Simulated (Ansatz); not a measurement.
# LiH: the cost of one run

Program: Ansatz 0.2.0. Level of theory: DFT PBEsol, scalar-relativistic, plane waves, PAW. These are calculated values, not measurements.

2 further runs of the same task are left out: 2 set aside as unsound or not needed. Runs told in other sessions of the task aren't counted.

## Step 1: The structure to begin with

It takes space group Fm-3m (No. 225, cubic). Conventional cell: a = 3.979 Å, b = 3.979 Å, c = 3.979 Å, α = 90.00°, β = 90.00°, γ = 90.00°. Li (site symmetry m-3m) has 6 H at 1.99 Å in its first shell of neighbours. H (site symmetry m-3m) has 6 Li at 1.99 Å in its first shell of neighbours.

Structure file:

```xyz
12
Lattice="1.9896 -1.9896 0.0000 1.9896 0.0000 -1.9896 7.9583 7.9583 7.9583" Properties=species:S:1:pos:R:3 pbc="T T T"
Li    5.9687    1.9896    3.9791
Li    3.9791    1.9896    1.9896
Li    7.9583    3.9791    3.9791
Li    3.9791   -1.9896   -1.9896
Li    7.9583    5.9687    5.9687
Li    3.9791    0.0000    0.0000
H     5.9687    1.9896    1.9896
H     1.9896    1.9896    1.9896
H     5.9687    3.9791    3.9791
H     9.9479    5.9687    5.9687
H     9.9479    3.9791    3.9791
H     1.9896    0.0000    0.0000
```

It is built from the cell relaxed beforehand with the same method (7.88 Å³/atom).

## Step 2: The reference cell

The cell is repeated 6 times, 12 atoms in all. The reference gives a free energy of -1317.0192 eV, pressure 0.02 GPa, largest force 0.000 eV/Å and gap on the mesh 3.03 eV. It was computed beforehand with the settings of the runs below.

## Step 3: Next: sliding across a plane

The cut lies on the cell's a–b face, a (1 1 1) plane of area 6.86 Å², between layers 1.15 Å apart (Li below, H above); the cell is 13.8 Å thick. Vector c is tilted by f times 1·a + 1·b (length 4.873 Å) with the atoms' Cartesian places fixed: one unrelaxed fault per cell.

## Step 4: f = 0.167

The input, input.yaml:

```yaml
crystal:
  lattice:
    - [1.9895719486, -1.9895719486, 0.0]
    - [1.9895719486, 0.0, -1.9895719486]
    - [8.6216110819, 7.6266261504, 7.6266261504]
  atoms:
    - { symbol: Li, position: [0.923593055, -0.076406945, 0.45835] }
    - { symbol: Li, position: [0.2847097217, 0.2847097217, 0.2916833333] }
    - { symbol: Li, position: [0.5624763883, 0.5624763883, 0.6250166667] }
    - { symbol: Li, position: [0.840243055, 0.840243055, 0.95835] }
    - { symbol: Li, position: [0.2013597217, 0.2013597217, 0.7916833333] }
    - { symbol: Li, position: [0.6458263883, 0.6458263883, 0.1250166667] }
    - { symbol: H, position: [0.6041513883, 0.6041513883, 0.3750166667] }
    - { symbol: H, position: [-0.034731945, -0.034731945, 0.20835] }
    - { symbol: H, position: [0.2430347217, 0.2430347217, 0.5416833333] }
    - { symbol: H, position: [0.5208013883, 0.5208013883, 0.8750166667] }
    - { symbol: H, position: [0.881918055, 0.881918055, 0.70835] }
    - { symbol: H, position: [0.3263847217, 0.3263847217, 0.0416833333] }
basis:
  ecutwfc: 420
kpoints:
  mp_grid: { grid: [9, 9, 2] }
hamiltonian:
  xc: pbesol
scf:
  occupations: { method: gaussian, width: 0.05 }
output:
  forces: true
  stress: true
  eigenvalues: true
  write_density: true
  write_potential: true
  elf: true
  volumetric_format: npy
```

The run is started by

```bash
> ansatz run input.yaml --threads 2 --pin off --max-ram 5120MiB --backend cpu --events-out ev --progress --plain --runs-dir out
```

**Question.** How long does this run take on 2 threads of Intel Xeon at 2.60GHz (Ice Lake), shared host, and how much memory does it need?

About 4.3 s, with a peak of 0.42 GiB.
